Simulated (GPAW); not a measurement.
Here is a GPAW 26.7.0 calculation.

Contents of run.py:

```python
from ase.dft.bandgap import bandgap
from ase.io import read, write
from ase.units import Bohr, GPa
from gpaw import GPAW, PW
from gpaw.elf import elf_from_dft_calculation

atoms = read('PtSe2.xyz')

calc = GPAW(mode=PW(510),
            xc='PBE',
            kpts={'size': (5, 5, 3), 'gamma': True},
            occupations={'name': 'fermi-dirac', 'width': 0.01},
            nbands=26,
            convergence={'density': 1e-05, 'energy': 1e-05},
            maxiter=150,
            txt='gpaw.txt')
atoms.calc = calc
energy = atoms.get_potential_energy()
forces = atoms.get_forces()
stress = atoms.get_stress()
calc.write('gs.gpw')
write('result.traj', atoms)
print(f'Energy: {energy:.6f} eV')
print('Forces (eV/A):')
print(forces.round(4))
print('Stress (GPa):', (stress / GPa).round(3))
print('Fermi level:', round(calc.get_fermi_level(), 4), 'eV')
print(f'Gap: {bandgap(calc)[0]:.4f} eV, direct: {bandgap(calc, direct=True)[0]:.4f} eV')

# fields on the real-space grid
write('density.cube', atoms, data=calc.get_pseudo_density() * Bohr**3)
write('potential.cube', atoms, data=calc.get_electrostatic_potential())
write('elf.cube', atoms, data=elf_from_dft_calculation(calc).data)
```

Contents of PtSe2.xyz:

```xyz
3
Lattice="3.7240000000 0.0000000000 0.0000000000 -1.8620000000 3.2250786037 0.0000000000 0.0000000000 0.0000000000 5.0620000000" Properties=species:S:1:pos:R:3 pbc="T T T"
Pt     0.0000000000      0.0000000000      0.0000000000
Se     1.8620000002      1.0750262011      3.7965000000
Se    -0.0000000002      2.1500524026      1.2655000000
```

Potentials or basis: GPAW PAW data sets (gpaw-data 1.2.1), pw.

Command:

```console
$ OMP_NUM_THREADS=1 python run.py
```

What does it give for the pressure?

7.2 GPa.

Predict the band gap on the k mesh.

none (metal or under the smearing width).

What does it give for the largest force?

0.545 eV/Å.

Forces on the atoms (eV/Å):
```
Pt   0.000  0.000  0.000
Se   0.000  0.000 -0.545
Se   0.000  0.000  0.545
```

Caveat: the k mesh is coarse (spacing up to 0.41 Å⁻¹), so the values aren't converged; the cutoff is short for stress and forces, so pressures can be off by a GPa or more. Spin-orbit coupling is left out, which matters for the levels of Pt.
